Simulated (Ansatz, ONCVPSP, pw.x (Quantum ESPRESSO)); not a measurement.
# pw.x on fcc Ba: one setting changed

Potential: optimised norm-conserving Vanderbilt (ONCV), ONCVPSP 4.0.1, PBE; core [Kr] 4d10, reference 5s2 5p6 6s2; waves: 5s+6s: rc 2.60 bohr, ncon 4, nbas 7, qcut 5.7 1/bohr, 2 projectors; 5p: rc 2.50 bohr, ncon 4, nbas 8, qcut 6.4 1/bohr, 2 projectors, debl 3.4 Ha; d scattering state at 0.18 Ha: rc 2.10 bohr, ncon 3, nbas 6, qcut 4.8 1/bohr, 1 projector; local part: polynomial inside 1.90 bohr (lpopt 2, dvloc0 0 Ha); core correction: Teter function, fcfact 2.25, rcfact 1.15. In the d channel the program set the typed energies aside and used 0.050 Ha.

The reference run (k-mesh 9³, cutoffs 50/200 Ry, Fermi–Dirac 0.01 Ry, mixing_beta 0.4, conv_thr 1e-9, no spin) gives 0.02 GPa at 64.378 Å³/atom, where all-electron LAPW gives 0.00 GPa. This run, with its own iteration cap, changes smearing to mv.

```
&control
  calculation='scf', prefix='x', pseudo_dir='./', outdir='./tmp', tstress=.true., disk_io='none'
/
&system
  ibrav=0, nat=1, ntyp=1, ecutwfc=50, ecutrho=200, nbnd=12,
  occupations='smearing', smearing='mv', degauss=0.01
/
&electrons
  conv_thr=1e-09, mixing_beta=0.4, electron_maxstep=70
/
ATOMIC_SPECIES
Ba 1.0 Ba.UPF
CELL_PARAMETERS angstrom
  0.00000000 3.18104023 3.18104023
  3.18104023 0.00000000 3.18104023
  3.18104023 3.18104023 0.00000000
ATOMIC_POSITIONS crystal
Ba 0.0000 0.0000 0.0000
K_POINTS automatic
9 9 9 0 0 0
```

```bash
pw.x < Ba.scf.in > Ba.scf.out
```

Q: How does the run end?

A: It converges in 9 iterations; the free energy moves by +51.6 meV/atom and the pressure by -0.09 GPa. This scheme is built to cancel the term in the square of the width that Fermi–Dirac smearing leaves in the F of a metal.

```
Message from routine setup:
     using ibrav=0 with symmetry is DISCOURAGED, use correct ibrav instead
     lattice parameter (alat)  =       8.5013  a.u.
     unit-cell volume          =     434.4443 (a.u.)^3
     number of electrons       =        10.00
     number of Kohn-Sham states=           12
     kinetic-energy cutoff     =      50.0000  Ry
     charge density cutoff     =     200.0000  Ry
     scf convergence threshold =      1.0E-09
     Exchange-correlation= PBE
     number of k points=    35  Marzari-Vanderbilt smearing, width (Ry)=  0.0100
     iteration #  1     ecut=    50.00 Ry     beta= 0.40
     total energy              =     -52.64823137 Ry
     estimated scf accuracy    <       0.00093898 Ry
     iteration #  2     ecut=    50.00 Ry     beta= 0.40
     total energy              =     -52.64828491 Ry
     estimated scf accuracy    <       0.00032066 Ry
     iteration #  3     ecut=    50.00 Ry     beta= 0.40
     total energy              =     -52.64830000 Ry
     estimated scf accuracy    <       0.00000601 Ry
     [... 3 iterations left out ...]
     iteration #  7     ecut=    50.00 Ry     beta= 0.40
     total energy              =     -52.64830111 Ry
     estimated scf accuracy    <          3.4E-09 Ry
     iteration #  8     ecut=    50.00 Ry     beta= 0.40
     total energy              =     -52.64830111 Ry
     estimated scf accuracy    <          1.5E-09 Ry
     iteration #  9     ecut=    50.00 Ry     beta= 0.40
     the Fermi energy is     5.7660 ev
!    total energy              =     -52.64830111 Ry
     estimated scf accuracy    <          2.9E-11 Ry
     smearing contrib. (-TS)   =      -0.00043791 Ry
     The total energy is F=E-TS. E is the sum of the following terms:
     one-electron contribution =     -14.35952969 Ry
     hartree contribution      =       8.89192504 Ry
     xc contribution           =      -9.04486333 Ry
     ewald contribution        =     -38.13539522 Ry
     convergence has been achieved in   9 iterations
          total   stress  (Ry/bohr**3)                   (kbar)     P=       -0.73
     Message from routine punch:
     Nothing written, as per user request (disk_io='none')
```

The run took about 14 s on one core of a shared host (Intel(R) Xeon(R) Platinum 8375C CPU @ 2.90GHz, 64 threads, 248 GiB, load 33).
